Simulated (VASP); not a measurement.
# Na in VASP: reference runs

Aim: a first look at Na with PBE, on the cell as given.

Everything below comes from runs of VASP 6.6.1. Logs are shortened: lines on timing, memory, paths and dates and some standing lists are left out, and cuts for length are marked.

### Step 1. The cell of the first run

The cell holds a slab with vacuum, 6 atoms: a = 3.697 Å, b = 3.697 Å, c = 30.608 Å, α = 90.00°, β = 90.00°, γ = 60.29°.

The slab is cut from a database's or a generator's crystal, which needn't be the stable form of the element.

### Step 2. Single point, PBE (the (0 0 1) slab of Na, cut from the database cell, not relaxed)

File INCAR:

```
SYSTEM = Na
PREC = Accurate
ENCUT = 520
EDIFF = 1E-7
ISMEAR = -1
SIGMA = 0.05
LREAL = .FALSE.
LASPH = .TRUE.
NELM = 80
ALGO = Normal
ISIF = 2
LWAVE = .FALSE.
LCHARG = .TRUE.
LDIPOL = .TRUE.
IDIPOL = 3
DIPOL = 0.5 0.5 0.500
GGA = PE
LELF = .TRUE.
LVHAR = .TRUE.
LVACPOTAV = .TRUE.
NBANDS = 30
```

File KPOINTS:

```
Automatic mesh
0
G
  8 8 1
  0 0 0
```

File POSCAR:

```
Na
1.0
    3.6966700871      0.0000000000      0.0000000000
    1.8318645423      3.2108631287      0.0000000000
    0.0000000000      0.0000000000     30.6079104556
Na
6
Direct
    0.0043308002      0.0043308002      0.2450346949
    0.3401139387      0.3401139387      0.3470191036
    0.6758970772      0.6758970772      0.4490035122
    0.3444447389      0.3444447389      0.5509964878
    0.6802278774      0.6802278774      0.6529808964
    0.0160110159      0.0160110159      0.7549653051
```

Potentials or basis: VASP PAW PBE potentials, release 64 (Na_pv).

The run is started by

```bash
> cat potpaw_PBE.64/Na_pv/POTCAR > POTCAR
> mpirun -np 1 vasp_std > vasp.out
```

OUTCAR:

```text
SYSTEM = Na
   PREC = Accurate
   ENCUT = 520
   EDIFF = 1E-7
   ISMEAR = -1
   LREAL = .FALSE.
   LASPH = .TRUE.
   NELM = 80
   ISIF = 2
   GGA = PE

 ion  position               nearest neighbor table
   1  0.004  0.004  0.245-
   2  0.340  0.340  0.347-
   3  0.676  0.676  0.449-
   4  0.344  0.344  0.551-
   5  0.680  0.680  0.653-
   6  0.016  0.016  0.755-

  LATTYP: Found a base centered orthorhombic cell.
 ALAT       =     3.7131040588
 B/A-ratio  =     1.7218219550
 C/A-ratio  =     8.2432137563

  Lattice vectors:

 A1 = (  -1.8318645423,  -3.2108631287,   0.0000000000)
 A2 = (   3.6966700871,   0.0000000000,   0.0000000000)
 A3 = (   0.0000000000,   0.0000000000,  30.6079104556)

Analysis of symmetry for initial positions (statically):
=====================================================================
 Subroutine PRICEL returns:
 Original cell was already a primitive cell.

 Routine SETGRP: Setting up the symmetry group for a
 base centered orthorhombic supercell.

 Subroutine GETGRP returns: Found  4 space group operations
 (whereof  2 operations were pure point group operations)
 out of a pool of  8 trial point group operations.

The static configuration has the point symmetry C_1h.
 The point group associated with its full space group is C_2h.

Analysis of symmetry for dynamics (positions and initial velocities):
=====================================================================
 Subroutine PRICEL returns:
 Original cell was already a primitive cell.

 Routine SETGRP: Setting up the symmetry group for a
 base centered orthorhombic supercell.

 Subroutine GETGRP returns: Found  4 space group operations
 (whereof  2 operations were pure point group operations)
 out of a pool of  8 trial point group operations.

The dynamic configuration has the point symmetry C_1h.
 The point group associated with its full space group is C_2h.

 Subroutine INISYM returns: Found  4 space group operations
 (whereof  2 operations are pure point group operations),
 and found     1 'primitive' translations

----------------------------------------------------------------------------------------

                                     Primitive cell

  volume of cell :     363.3006

  direct lattice vectors                    reciprocal lattice vectors
     3.696670087  0.000000000  0.000000000     0.270513726 -0.154333736  0.000000000
     1.831864542  3.210863129  0.000000000     0.000000000  0.311442737  0.000000000
     0.000000000  0.000000000 30.607910456     0.000000000  0.000000000  0.032671293

  length of vectors
     3.696670087  3.696670087 30.607910456     0.311442737  0.311442737  0.032671293

  position of ions in fractional coordinates (direct lattice)
     0.004330800  0.004330800  0.245034695
     0.340113939  0.340113939  0.347019104
     0.675897077  0.675897077  0.449003512
     0.344444739  0.344444739  0.550996488
     0.680227877  0.680227877  0.652980896
     0.016011016  0.016011016  0.754965305

  ion indices of the primitive-cell ions
   primitive index   ion index
                 1           1
                 2           2
                 3           3
                 4           4
                 5           5
                 6           6

----------------------------------------------------------------------------------------

 KPOINTS: Automatic mesh

Automatic generation of k-mesh.
 Grid dimensions read from file:
 generate k-points for:    8    8    1

 Generating k-lattice:

  Cartesian coordinates                     Fractional coordinates (reciprocal lattice)
     0.033814216 -0.019291717  0.000000000     0.125000000 -0.000000000  0.000000000
     0.000000000  0.038930342  0.000000000     0.000000000  0.125000000  0.000000000
     0.000000000  0.000000000  0.032671293     0.000000000  0.000000000  1.000000000

  Length of vectors
     0.038930342  0.038930342  0.032671293

  Shift w.r.t. Gamma in fractional coordinates (k-lattice)
     0.000000000  0.000000000  0.000000000

 Subroutine IBZKPT returns following result:
 ===========================================

 Found     21 irreducible k-points:

 Following reciprocal coordinates:
            Coordinates               Weight
  0.000000  0.000000  0.000000      1.000000
  0.125000 -0.000000  0.000000      4.000000
  0.250000 -0.000000  0.000000      4.000000
  0.375000 -0.000000  0.000000      4.000000
  0.500000 -0.000000  0.000000      2.000000
  0.125000  0.125000  0.000000      2.000000
[... 13 lines left out ...]
 -0.375000  0.375000  0.000000      2.000000
  0.500000  0.500000  0.000000      1.000000
   k-points           NKPTS =     21   k-points in BZ     NKDIM =     21   number of bands    NBANDS=     30
   number of dos      NEDOS =    301   number of ions     NIONS =      6
   total plane-waves  NPLWV = 188160
   dimension x,y,z NGX =    28 NGY =   28 NGZ =  240
   dimension x,y,z NGXF=    56 NGYF=   56 NGZF=  480
   ions per type =               6
   NGX,Y,Z   is equivalent  to a cutoff of  12.59, 12.59, 13.04 a.u.
   NGXF,Y,Z  is equivalent  to a cutoff of  25.18, 25.18, 26.07 a.u.
 SYSTEM =  Na
   PREC   = accura    normal or accurate (medium, high low for compatibility)
   ISTART =      0    job   : 0-new  1-cont  2-samecut
   ICHARG =      2    charge: 1-file 2-atom 10-const
   ISPIN  =      1    spin polarized calculation?
   LNONCOLLINEAR =      F non collinear calculations
   LSORBIT =      F    spin-orbit coupling
   LASPH  =      T    aspherical Exc in radial PAW
   ENCUT  =  520.0 eV  38.22 Ry    6.18 a.u.   6.87  6.87 56.91*2*pi/ulx,y,z
   NELM   =     80;   NELMIN=  2; NELMDL= -5     # of ELM steps
   EDIFF  = 0.1E-06   stopping-criterion for ELM
   LREAL  =      F    real-space projection
   EDIFFG = 0.1E-05   stopping-criterion for IOM
   NSW    =      0    number of steps for IOM
   IBRION =     -1    ionic relax: 0-MD 1-quasi-New 2-CG
   NFREE  =      0    steps in history (QN), initial steepest desc. (CG)
   ISIF   =      2    stress and relaxation
   ISYM   =      2    0-nonsym 1-usesym 2-fastsym
   POTIM  = 0.5000    time-step for ionic-motion
   TEBEG  =    0.0;   TEEND  =   0.0 temperature during run
   PSTRESS=    0.0 pullay stress
   NELECT =      42.0000    total number of electrons
   NUPDOWN=      -1.0000    fix difference up-down
   EMIN   =  10.00;   EMAX   =-10.00  energy-range for DOS
   EFERMI =   0.00;   METHOD = LEGACY
   ISMEAR =    -1;   SIGMA  =   0.05  broadening in eV -4-tet -1-fermi 0-gaus
   EFERMI_NEDOS =   21; number of points for ismear=-14 and -15
   IALGO  =     38    algorithm
   IMIX   =      4    mixing-type and parameters
     AMIX     =   0.40;   BMIX     =  1.00
     AMIX_MAG =   1.60;   BMIX_MAG =  1.00
  volume/ion in A,a.u.               =      60.55       408.61
  Fermi-wavevector in a.u.,A,eV,Ry     =   0.797510  1.507074  8.653597  0.636021
  Thomas-Fermi vector in A             =   1.904241
   LORBIT       =      0    0 simple, 1 ext, 2 COOP (PROOUT), +10 PAW based schemes
   GGA     = PE    functional components
[... 5 lines left out ...]
 non-spin polarized calculation
  energy-cutoff  :      520.00
  volume of cell :      363.30
 maximum number of plane-waves:      9830
   NGX = 13   NGY = 13   NGZ =113

 dipolmoment           0.000000      0.000000     -0.000000 electrons x Angstroem

 number of electron      42.0000023 magnetization

 dipolmoment           0.000000      0.000000      0.000006 electrons x Angstroem

 Free energy of the ion-electron system (eV)
  ---------------------------------------------------
  ext. energy  EPLUGINS =         0.00000000
  ---------------------------------------------------
  free energy    TOTEN  =        -7.55076050 eV

  energy without entropy =       -7.52644487  energy(sigma->0) =       -7.53860268

 E-fermi :  -0.9100     XC(G=0):  -4.4490

 val. band max:       -0.9335723833   @ k =   0.1250   0.1250   0.0000
 cond. band min:      -0.8650077037   @ k =  -0.3750   0.1250   0.0000
 fundamental gap:      0.0685646795
 Fermi energy:        -0.9100198439

 k-point     1 :       0.0000    0.0000    0.0000
  band No.  band energies     occupation
      1     -26.0145      2.00000
      2     -26.0144      2.00000
      3     -25.9850      2.00000
      4     -25.9850      2.00000
      5     -25.9849      2.00000
      6     -25.9849      2.00000
[... 22 lines left out ...]
     29       2.2921      0.00000
     30       3.7269      0.00000

 k-point     2 :       0.1250   -0.0000    0.0000
  band No.  band energies     occupation
      1     -26.0139      2.00000
      2     -26.0138      2.00000
      3     -25.9893      2.00000
      4     -25.9892      2.00000
      5     -25.9860      2.00000
      6     -25.9859      2.00000
[... 22 lines left out ...]
     29       2.5123      0.00000
     30       3.9430      0.00000

 k-point     3 :       0.2500   -0.0000    0.0000
  band No.  band energies     occupation
      1     -26.0124      2.00000
      2     -26.0124      2.00000
      3     -25.9997      2.00000
      4     -25.9996      2.00000
      5     -25.9885      2.00000
      6     -25.9884      2.00000
[... 22 lines left out ...]
     29       3.1461      0.00000
     30       4.0599      0.00000

 k-point     4 :       0.3750   -0.0000    0.0000
  band No.  band energies     occupation
      1     -26.0110      2.00000
      2     -26.0109      2.00000
      3     -26.0100      2.00000
      4     -26.0099      2.00000
      5     -25.9910      2.00000
      6     -25.9909      2.00000
[... 22 lines left out ...]
     29       2.6842      0.00000
     30       2.9374      0.00000

 k-point     5 :       0.5000   -0.0000    0.0000
  band No.  band energies     occupation
      1     -26.0143      2.00000
      2     -26.0142      2.00000
      3     -26.0104      2.00000
      4     -26.0103      2.00000
      5     -25.9920      2.00000
      6     -25.9919      2.00000
[... 22 lines left out ...]
     29       2.3797      0.00000
     30       2.4651      0.00000
[... 427 lines left out ...]
     29       2.7240      0.00000
     30       2.9620      0.00000

 k-point    19 :       0.5000    0.3750    0.0000
  band No.  band energies     occupation
      1     -26.0125      2.00000
      2     -26.0124      2.00000
      3     -26.0103      2.00000
      4     -26.0102      2.00000
      5     -25.9945      2.00000
      6     -25.9944      2.00000
[... 22 lines left out ...]
     29       2.4365      0.00000
     30       2.6543      0.00000

 k-point    20 :      -0.3750    0.3750    0.0000
  band No.  band energies     occupation
      1     -26.0099      2.00000
      2     -26.0098      2.00000
      3     -26.0095      2.00000
      4     -26.0094      2.00000
      5     -26.0011      2.00000
      6     -26.0010      2.00000
[... 22 lines left out ...]
     29       2.1368      0.00000
     30       2.5240      0.00000

 k-point    21 :       0.5000    0.5000    0.0000
  band No.  band energies     occupation
      1     -26.0148      2.00000
      2     -26.0148      2.00000
      3     -26.0103      2.00000
      4     -26.0102      2.00000
      5     -25.9923      2.00000
      6     -25.9922      2.00000
[... 22 lines left out ...]
     29       2.4090      0.00000
     30       2.4959      0.00000

------------------------ aborting loop because EDIFF is reached ----------------------------------------

  FORCE on cell =-STRESS in cart. coord.  units (eV):
  Direction    XX          YY          ZZ          XY          YZ          ZX
  --------------------------------------------------------------------------------------
  -------------------------------------------------------------------------------------
  Total        0.1533384      0.1252357     -0.5129498      0.0246290     -0.0019155     -0.0032982
  in kB        0.6762316      0.5522969     -2.2621389      0.1086154     -0.0084475     -0.0145452
  external PRESSURE =      -0.3445368 kB  Pullay stress =       0.0000000 kB

 VOLUME and BASIS-vectors are now :
 -----------------------------------------------------------------------------
  energy-cutoff  :      520.00
  volume of cell :      363.30
      direct lattice vectors                 reciprocal lattice vectors
     3.696670087  0.000000000  0.000000000     0.270513726 -0.154333736  0.000000000
     1.831864542  3.210863129  0.000000000     0.000000000  0.311442737  0.000000000
     0.000000000  0.000000000 30.607910456     0.000000000  0.000000000  0.032671293

 POSITION                                       TOTAL-FORCE (eV/Angst)
 -----------------------------------------------------------------------------------
      0.02394      0.01391      7.50000        -0.000826     -0.000479      0.020983
      1.88033      1.09206     10.62153         0.000187      0.000109      0.021430
      3.73672      2.17021     13.74306         0.002154      0.001251     -0.013855
      1.90427      1.10596     16.86485        -0.002154     -0.001251      0.013855
      3.76066      2.18412     19.98638        -0.000187     -0.000109     -0.021430
      0.08852      0.05141     23.10791         0.000826      0.000479     -0.020983
 -----------------------------------------------------------------------------------
    total drift:                                0.000013      0.000008      0.000193

  FREE ENERGIE OF THE ION-ELECTRON SYSTEM (eV)
  ---------------------------------------------------
  free  energy   TOTEN  =        -7.5507605024 eV

  energy  without entropy=       -7.5264448657  energy(sigma->0) =       -7.53860268

 vacuum level on the upper side and lower side of the slab         2.042         2.042
```

Run time: 3.3 min. Hardware: 1 thread of AMD EPYC 9R45 (Zen 5), shared host; peak memory 0.47 GiB.

Results:

```
Free energy                     : -7.5508 eV
Largest force                   : 0.021 eV/Å
Band gap on the k mesh          : none (metal or under the smearing width)
Work function of the upper face : 2.95 eV
Work function of the lower face : 2.95 eV
```

Forces on the atoms (eV/Å):
```
Na  -0.001  0.000  0.021
Na   0.000  0.000  0.021
Na   0.002  0.001 -0.014
Na  -0.002 -0.001  0.014
Na   0.000  0.000 -0.021
Na   0.001  0.000 -0.021
```
